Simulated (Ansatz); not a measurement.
# H: the cost of one run

Method: DFT r2SCAN, scalar-relativistic, plane waves, PAW, in Ansatz 0.2.0.

### Step 1. The structure to begin with

Symmetry: Cmcm, No. 63, orthorhombic system. The conventional cell has a = 3.879 Å, b = 6.461 Å, c = 5.216 Å, α = 90.00°, β = 90.00°, γ = 90.00°. H (site symmetry m) has 1 H at 0.75 Å in its first shell of neighbours.

As a file:

```xyz
4
Lattice="1.9393 -3.2307 0.0000 1.9393 3.2307 0.0000 0.0000 0.0000 5.2161" Properties=species:S:1:pos:R:3 pbc="T T T"
H     1.9393   -1.0971    0.9285
H     1.9393    1.0971    3.5366
H     1.9393    1.0971    4.2876
H     1.9393   -1.0971    1.6795
```

The cell was relaxed beforehand at this level, from a distorted copy of a database structure. At a tolerance of 0.02 Å it has space group Cmcm (No. 63); it has 16.34 Å³/atom, an uncorrected energy of -0.01 eV/atom over the standard state and, on its mesh, gap 9.17 eV.

### Step 2. Level of theory: r2SCAN

File input.yaml:

```yaml
crystal:
  lattice:
    - [1.9392588434, -3.2306697004, 0.0]
    - [1.9392588434, 3.2306697004, 0.0]
    - [0.0, 0.0, 5.2160934512]
  atoms:
    - { symbol: H, position: [0.6698017442, 0.3301982558, 0.1780147791] }
    - { symbol: H, position: [0.3301982558, 0.6698017442, 0.6780147791] }
    - { symbol: H, position: [0.3301982558, 0.6698017442, 0.8219852209] }
    - { symbol: H, position: [0.6698017442, 0.3301982558, 0.3219852209] }
basis:
  ecutwfc: 500
kpoints:
  mp_grid: { grid: [8, 8, 6] }
  band_path:
    path:
      - [[0.0, 0.0, 0.0], [-0.5, 0.5, 0.0], [-0.3400796, 0.6599204, 0.0]]
      - [[0.3400796, 0.3400796, 0.0], [0.0, 0.0, 0.0], [0.0, 0.0, 0.5], [0.3400796, 0.3400796, 0.5]]
      - [[-0.3400796, 0.6599204, 0.5], [-0.5, 0.5, 0.5], [-0.5, 0.5, 0.0]]
      - [[0.0, 0.0, 0.0], [0.0, 0.5, 0.0], [0.0, 0.5, 0.5], [0.0, 0.0, 0.5], [-0.5, 0.5, 0.5]]
    npoints: 14
hamiltonian:
  xc: r2scan
scf:
  occupations: { method: gaussian, width: 0.02 }
  n_extra_bands: 10
output:
  forces: true
  stress: true
  eigenvalues: true
  populations: true
  dos: { projected: true, de: 0.02, nscf_kmesh: { grid: [12, 12, 9] } }
  bader: true
  write_density: true
  write_potential: true
  elf: true
  volumetric_format: npy
```

Started as:

```sh
ansatz run input.yaml --threads 1 --pin off --max-ram 2560MiB --backend cpu --events-out ev --progress --plain --runs-dir out
```

What time and memory should one allow on 1 thread of Intel Xeon at 2.50GHz (Skylake/Cascade Lake), shared host?

About 1.7 min, with a peak of 0.41 GiB.
